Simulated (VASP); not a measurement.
# VASP 6.6.1 run: KBr

INCAR

```
SIGMA = 0.02
LASPH = .TRUE.
PREC = Accurate
ISIF = 2
NELM = 63
LCHARG = .FALSE.
NSW = 0
GGA = RE
NELMIN = 8
NBANDS = 15
MAGMOM = 2 2
LREAL = .FALSE.
IBRION = -1
ISMEAR = -1
ISPIN = 2
EDIFF = 1E-7
LWAVE = .FALSE.
ENCUT = 520
```

KPOINTS

```
KPOINTS created by Atomic Simulation Environment
0
Gamma
6 6 6
0 0 0
```

POSCAR

```
K  Br
 1.0000000000000000
     0.0000000000000000    3.6145333083000000    3.6145333083000000
     3.6145333083000000    0.0000000000000000    3.6145333083000000
     3.6145333083000000    3.6145333083000000    0.0000000000000000
 K   Br
   1   1
Cartesian
  0.0000000000000000  0.0000000000000000  0.0000000000000000
  1.8072666541500000  1.8072666541500000  1.8072666541500000
```

The recommended PBE PAW datasets give the neutral cell 16 valence electrons.

Command

```
mpirun -np 1 vasp_std
```

OSZICAR

```
N       E                     dE             d eps       ncg     rms          rms(c)
DAV:   1     0.101926461091E+03    0.10193E+03   -0.66210E+03   960   0.889E+02
DAV:   2     0.310963854036E+01   -0.98817E+02   -0.90567E+02  1241   0.217E+02
DAV:   3    -0.398902629083E+01   -0.70987E+01   -0.70625E+01  1318   0.526E+01
DAV:   4    -0.431761137982E+01   -0.32859E+00   -0.32849E+00  1555   0.944E+00
DAV:   5    -0.431994957950E+01   -0.23382E-02   -0.23382E-02  1318   0.900E-01    0.108E+01
DAV:   6    -0.541561267582E+01   -0.10957E+01   -0.13097E+00  1030   0.740E+00    0.382E+00
DAV:   7    -0.567380007541E+01   -0.25819E+00   -0.44250E-01   988   0.419E+00    0.211E+00
DAV:   8    -0.569263174601E+01   -0.18832E-01   -0.46240E-02  1359   0.126E+00    0.136E+00
DAV:   9    -0.571247400917E+01   -0.19842E-01   -0.19015E-02  1023   0.803E-01    0.392E-01
DAV:  10    -0.572459295990E+01   -0.12119E-01   -0.76533E-03  1044   0.613E-01    0.156E-01
DAV:  11    -0.572743163949E+01   -0.28387E-02   -0.16036E-03  1024   0.284E-01    0.951E-02
DAV:  12    -0.572852298286E+01   -0.10913E-02   -0.67822E-04  1002   0.189E-01    0.566E-02
DAV:  13    -0.572882022020E+01   -0.29724E-03   -0.35193E-04  1002   0.133E-01    0.113E-02
DAV:  14    -0.572884039622E+01   -0.20176E-04   -0.19449E-05  1262   0.377E-02    0.625E-03
DAV:  15    -0.572885164214E+01   -0.11246E-04   -0.14827E-05   988   0.320E-02    0.208E-03
DAV:  16    -0.572885264548E+01   -0.10033E-05   -0.80188E-06  1009   0.244E-02    0.806E-04
DAV:  17    -0.572885226853E+01    0.37694E-06   -0.33299E-06  1002   0.152E-02    0.363E-04
DAV:  18    -0.572885217853E+01    0.89999E-07   -0.15687E-06  1009   0.980E-03    0.203E-04
DAV:  19    -0.572885197086E+01    0.20768E-06   -0.35018E-07  1007   0.445E-03    0.927E-05
DAV:  20    -0.572885198001E+01   -0.91513E-08   -0.19010E-08   937   0.991E-04
   1 F= -.57288520E+01 E0= -.57288520E+01  d E =-.386284E-12  mag=     0.0000
```

Standard output (part)

```
POSCAR found type information on POSCAR K Br
 POSCAR found :  2 types and       2 ions
 LDA part: xc-table for (Slater+PW92), standard interpolation
 POSCAR, INCAR and KPOINTS ok, starting setup
 WAVECAR not read
 entering main loop
```

It converged. Results: pressure 1.7 GPa; magnetic moment of the cell 0.00 μB.

For comparison, a separate PBE run of the intended cell, on usual settings and not on those above, gives a gap of 4.39 eV on its mesh and a pressure of 1.0 GPa.

The run above took about 76 s on one core of a shared host (Intel Xeon Platinum 8488C) and held 0.29 GiB at most.
